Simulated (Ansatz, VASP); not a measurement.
# CdSe (Cadmoselite): VASP beside Ansatz

One calculation is typed for both programs; each brings its own data sets and cutoff. How far apart do they land? The cell is taken from a series of VASP runs on this material, whose earlier steps may have relaxed, scaled or displaced it; both programs get it as it stands.

Main program and level: Ansatz 0.2.0; plane waves, with VASP 6.6.1 beside it; band structure at HSE06.

**1. The structure**

The structure is hexagonal, space group P6_3mc (No. 186). Conventional cell: a = 4.336 Å, b = 4.336 Å, c = 7.096 Å, α = 90.00°, β = 90.00°, γ = 120.00°. Cd has 4 Se at 2.66 Å nearest. Nearest to Se lie 4 Cd at 2.66 Å. Farther neighbours and most contacts between anions are not listed.

As a file:

```xyz
4
Lattice="4.3360 0.0000 0.0000 -2.1680 3.7551 0.0000 0.0000 0.0000 7.0961" Properties=species:S:1:pos:R:3 pbc="T T T"
Cd    0.0000    2.5034    0.0068
Cd    2.1680    1.2517    3.5548
Se    0.0000    2.5034    2.6669
Se    2.1680    1.2517    6.2150
```

**2. VASP: band structure, HSE06**

Levels along a path test the potential and the projectors away from the mesh points.

Lines of VASP's logs that name or quote its potential files are left out, and so is its time.

The run reads the wave functions of an earlier VASP run, which isn't shown here.

Input file INCAR:

```
SYSTEM = CdSe
PREC = Accurate
ENCUT = 400
EDIFF = 1E-06
NELM = 100
ISMEAR = 0
SIGMA = 0.05
LREAL = .FALSE.
ALGO = Normal
LHFCALC = .TRUE.
AEXX = 0.25
GGA = PE
HFSCREEN = 0.2
LASPH = .TRUE.
NBANDS = 24
PRECFOCK = Fast
LORBIT = 11
LWAVE = .FALSE.
LCHARG = .FALSE.
KPAR = 4
```

Input file POSCAR:

```
CdSe
1.0
    4.3360081494      0.0000000000      0.0000000000
   -2.1680040747      3.7550932084      0.0000000000
    0.0000000000      0.0000000000      7.0960939201
Cd Se
2 2
Direct
    0.3333333333      0.6666666667      0.0009583298
    0.6666666667      0.3333333333      0.5009583298
    0.3333333333      0.6666666667      0.3758316702
    0.6666666667      0.3333333333      0.8758316702
```

Input file KPOINTS:

```
Automatic mesh
0
Gamma
4 4 2
0 0 0
```

Input file KPOINTS_OPT:

```
Line mode
6
Line-mode
Reciprocal
  0.00000000   0.00000000   0.00000000 GAMMA
  0.50000000   0.00000000   0.00000000 M

  0.50000000   0.00000000   0.00000000 M
  0.33333333   0.33333333   0.00000000 K

  0.33333333   0.33333333   0.00000000 K
  0.00000000   0.00000000   0.00000000 GAMMA

  0.00000000   0.00000000   0.00000000 GAMMA
  0.00000000   0.00000000   0.50000000 A

  0.00000000   0.00000000   0.50000000 A
  0.50000000   0.00000000   0.50000000 L

  0.50000000   0.00000000   0.50000000 L
  0.33333333   0.33333333   0.50000000 H

  0.33333333   0.33333333   0.50000000 H
  0.00000000   0.00000000   0.50000000 A

  0.50000000   0.00000000   0.50000000 L
  0.50000000   0.00000000   0.00000000 M

  0.33333333   0.33333333   0.00000000 K
  0.33333333   0.33333333   0.50000000 H
```

The projector-augmented-wave data sets are Cd and Se (PBE family, release 64).

Launch:

```sh
$ mpirun -np 4 vasp_std
```

Numbers of over 12 decimals in the logs are rounded to 6 here.

What it wrote:

```text
[banner, memory and clock lines left out]
running    4 mpi-ranks, on    1 nodes
 distrk:  each k-point on    1 cores,    4 groups
 distr:  one band on    1 cores,    1 groups

 POSCAR found type information on POSCAR CdSe
 POSCAR found :  2 types and       4 ions
 LDA part: xc-table for (Slater+PW92), standard interpolation
 found WAVECAR, reading the header
 POSCAR, INCAR and KPOINTS ok, starting setup
 FFT: planning ... GRIDC
 FFT: planning ... GRID_SOFT
 FFT: planning ... GRID
 reading WAVECAR
 the WAVECAR file was read successfully
 initial charge from wavefunction
 entering main loop
       N       E                     dE             d eps       ncg     rms          rms(c)
DAV:   1    -0.136970198638E+02   -0.13697E+02   -0.14805E+00   384   0.102E+01    0.342E+00
DAV:   2    -0.137007982789E+02   -0.37784E-02   -0.12422E-01   432   0.379E+00    0.193E+00
DAV:   3    -0.136932471761E+02    0.75511E-02   -0.15195E-02   432   0.119E+00    0.118E+00
DAV:   4    -0.136919190599E+02    0.13281E-02   -0.29894E-03   424   0.400E-01    0.719E-01
DAV:   5    -0.136917294839E+02    0.18958E-03   -0.54441E-04   432   0.140E-01    0.430E-01
DAV:   6    -0.136916727080E+02    0.56776E-04   -0.55607E-05   448   0.511E-02    0.252E-01
DAV:   7    -0.136916504130E+02    0.22295E-04   -0.11096E-05   424   0.236E-02    0.144E-01
DAV:   8    -0.136916443774E+02    0.60357E-05   -0.56581E-06   440   0.148E-02    0.816E-02
DAV:   9    -0.136916435744E+02    0.80298E-06   -0.22406E-06   408   0.905E-03
   1 F= -.13691644E+02 E0= -.13691644E+02  d E =-.177100E-12
 Start KPOINTS_OPT (optional k-point list driver)
k-point batch [1-8\54]
       N       E                     dE             ncg
DAV:   1     0.231933238207E+03   -0.41165E+04      384
DAV:   2    -0.183840709165E+04   -0.20703E+04      456
DAV:   3    -0.197292278527E+04   -0.13452E+03      424
DAV:   4    -0.197533216403E+04   -0.24094E+01      464
DAV:   5    -0.197535190548E+04   -0.19741E-01      448
DAV:   6    -0.197535210196E+04   -0.19647E-03      440
DAV:   7    -0.197535210491E+04   -0.29552E-05      408
DAV:   8    -0.197535210499E+04   -0.72897E-07      320
[...]
k-point batch [49-54\54]
       N       E                     dE             ncg
DAV:   1     0.183262127595E+04   -0.58349E+04      288
DAV:   2     0.305329318732E+03   -0.15273E+04      312
DAV:   3     0.212843875985E+03   -0.92485E+02      360
DAV:   4     0.211222087162E+03   -0.16218E+01      352
DAV:   5     0.211210565738E+03   -0.11521E-01      336
DAV:   6     0.211210478438E+03   -0.87300E-04      328
DAV:   7     0.211210477638E+03   -0.80021E-06      248
```

Parts of OUTCAR (step 2):

```text
ion  position               nearest neighbor table
   1  0.333  0.667  0.001-   4 2.66   4 2.66   4 2.66   3 2.66
   2  0.667  0.333  0.501-   3 2.66   3 2.66   3 2.66   4 2.66
   3  0.333  0.667  0.376-   2 2.66   2 2.66   2 2.66   1 2.66
   4  0.667  0.333  0.876-   1 2.66   1 2.66   1 2.66   2 2.66

  LATTYP: Found a hexagonal cell.
 ALAT       =     4.3360081494
 C/A-ratio  =     1.6365499500

 Subroutine GETGRP returns: Found 12 space group operations
 (whereof  6 operations were pure point group operations)

The static configuration has the point symmetry C_3v.
 The point group associated with its full space group is C_6v.

 Found      8 irreducible k-points:

   k-points           NKPTS =      8   k-points in BZ     NKDIM =     32   number of bands    NBANDS=     24

   dimension x,y,z NGX =    28 NGY =   28 NGZ =   48
   dimension x,y,z NGXF=    56 NGYF=   56 NGZF=   96

   ENCUT  =  400.0 eV  29.40 Ry    5.42 a.u.   7.07  7.07 11.57*2*pi/ulx,y,z

   NELECT =      36.0000    total number of electrons

 k-points in reciprocal lattice and weights: Automatic mesh
   0.00000000  0.00000000  0.00000000       0.031
   0.25000000 -0.00000000  0.00000000       0.188
   0.50000000 -0.00000000  0.00000000       0.094
   0.25000000  0.25000000  0.00000000       0.188
   0.00000000  0.00000000  0.50000000       0.031
   0.25000000 -0.00000000  0.50000000       0.188
   0.50000000 -0.00000000  0.50000000       0.094
   0.25000000  0.25000000  0.50000000       0.188

  exchange ACFDT corr.  =         0.00000000  see jH, gK, PRB 81, 115126

 average (electrostatic) potential at core
       1 -33.6990       2 -33.6990       3 -52.8439       4 -52.8439

 E-fermi :   0.3827

 k-point     1 :       0.0000    0.0000    0.0000
  band No.  band energies     occupation
    ...
     14      -0.6370      2.00000
     15      -0.6370      2.00000
     16       0.0872      2.00000
     17       0.1428      2.00000
     18       0.1428      2.00000
     19       1.7096      0.00000
     20       3.3379      0.00000
     21       7.0632      0.00000
     22       7.0632      0.00000
     23       7.3256      0.00000
    ...

 k-point     2 :       0.2500   -0.0000    0.0000
  band No.  band energies     occupation
    ...
     14      -2.4092      2.00000
     15      -2.0025      2.00000
     16      -1.2448      2.00000
     17      -0.3816      2.00000
     18      -0.2495      2.00000
     19       3.6324      0.00000
     20       4.6281      0.00000
     21       6.2922      0.00000
     22       7.0666      0.00000
     23       7.6529      0.00000
    ...

 k-point     3 :       0.5000   -0.0000    0.0000
  band No.  band energies     occupation
    ...
     14      -3.5958      2.00000
     15      -2.5822      2.00000
     16      -1.7477      2.00000
     17      -1.2116      2.00000
     18      -0.6280      2.00000
     19       4.3320      0.00000
     20       4.4339      0.00000
     21       5.7975      0.00000
     22       7.3479      0.00000
     23       7.6195      0.00000
    ...

  energy-cutoff  :      400.00
  volume of cell :      115.54
      direct lattice vectors                 reciprocal lattice vectors
     4.336008149  0.000000000  0.000000000     0.230626873  0.133152487  0.000000000
    -2.168004075  3.755093208  0.000000000     0.000000000  0.266304974  0.000000000
     0.000000000  0.000000000  7.096093920     0.000000000  0.000000000  0.140922599

 POSITION                                       TOTAL-FORCE (eV/Angst)
 -----------------------------------------------------------------------------------
     -0.00000      2.50340      0.00680         0.000000     -0.000000      0.002730
      2.16800      1.25170      3.55485        -0.000000      0.000000      0.002730
     -0.00000      2.50340      2.66694         0.000000     -0.000000     -0.002730
      2.16800      1.25170      6.21498        -0.000000      0.000000     -0.002730
 -----------------------------------------------------------------------------------
    total drift:                                0.000020      0.000001     -0.000920

  FREE ENERGIE OF THE ION-ELECTRON SYSTEM (eV)
  ---------------------------------------------------
  free  energy   TOTEN  =       -13.6916435744 eV

  energy  without entropy=      -13.6916435744  energy(sigma->0) =      -13.69164357

 total charge
# of ion       s       p       d       tot
------------------------------------------
    1        0.407   0.296   9.594  10.297
    2        0.407   0.296   9.594  10.297
    3        1.448   2.453   0.019   3.919
    4        1.448   2.453   0.019   3.919
--------------------------------------------------
tot          3.710   5.498  19.225  28.433

[... 3 further parts left out ...]
```

The k-mesh is coarse for exact exchange; levels may shift by about 0.1 eV on a finer one. Spin-orbit coupling is off here; it would split degenerate levels, and it lifts a valence top of Se p states by about 0.1 eV.

(Part 1 of 2 ends here.)

[Lines on the potential files, build, host, timing and source positions are cut from VASP's logs without a mark.]

[Logs are printed without paths, hosts, clocks, repeated set-up lines and the standing remarks that a program may print on its own settings, such as how far it seeks lower states.]

[Hosts, paths, dates, database ids (printed as entryN), source tags and the programs' standing remarks are cut or masked in the printed files.]
